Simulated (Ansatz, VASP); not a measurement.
**One calculation of BaTiO3, two programs**

```xyz
5
Lattice="3.9662 0.0000 0.0000 0.0000 3.9662 0.0000 0.0000 0.0000 3.9662" Properties=species:S:1:pos:R:3 pbc="T T T"
Ba    0.0000    0.0000    0.0000
Ti    1.9831    1.9831    1.9831
O     1.9831    1.9831    0.0000
O     0.0000    1.9831    1.9831
O     1.9831    0.0000    1.9831
```

Alike in both runs: functional PBEsol; k mesh 6 × 6 × 6; occupations gaussian, width 0.1 eV; no spin polarisation.

Ansatz relaxed the structure, and its values are those at the end. VASP's run is a single point on that final structure, the one shown.

|  | VASP | Ansatz |
| --- | --- | --- |
| version | VASP 6.6.1 | Ansatz 0.2.0 |
| potentials or method | VASP PAW PBE potentials, release 64 (Ba_sv, Ti_sv, O) | scalar-relativistic, plane waves, PAW |
| plane-wave cutoff (eV) | 520 | 420 |
| valence electrons in the cell | 40 | 40 |

|  | VASP | Ansatz | Ansatz less VASP |
| --- | --- | --- | --- |
| gap on the k mesh at the Fermi level (eV) | 1.75 | 1.82 | +0.072 |
| least direct gap on the mesh (eV) | 1.87 | 1.89 | +0.028 |
| pressure (GPa) | 2.5 | 0.5 | -1.99 |

Caveats: the PAW data sets were made with another functional, which shifts forces and pressure a little (VASP); spin-orbit coupling is left out, which moves the levels of the heavy elements. As with any semilocal functional, this PBEsol gap is likely too small. A k mesh can miss the band edges.
